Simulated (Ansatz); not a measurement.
SiGe: how the free axis answers a strain

SiGe, P6_3mc, a = 3.901 Å, c = 6.443 Å. The structure is a Materials Project entry; whether it is the stable form wasn't checked. Ansatz: PBEsol, PAW, 420 eV, Γ-centred 12×12×6 mesh on 4 atoms, Gaussian smearing 0.02 eV; no spin polarisation. Series: biaxial strain in the a-b plane, c and atoms relaxed; x is the strain in per cent. y is the change of c in per cent of 6.443 Å.

| x (%) | y (%) |
| --- | --- |
| -3.0 | ? |
| -2.0 | 0.68 |
| -1.0 | 0.33 |
| 0.0 | 0.00 |
| 1.0 | -0.29 |
| 2.0 | -0.54 |
| 3.0 | -0.83 |

Task: Fit y = c1 x + c2 x² to the other rows, say what c1 measures, and predict the missing y.

Result: Least squares on the rows shown. y = −0.3110 x + 0.01327 x². With no stress along c, c1 = −2C13/C33 = -0.311. With a term in x³ added, the coefficient of x becomes -0.2965, 5 % less, which shows how far this figure hangs on the form. At x = -3.0 the fit asked for gives 1.05 %. The run gave 1.04 %, so the fit is 0.01 % too high, within the rms miss on the fitted rows (0.02 %).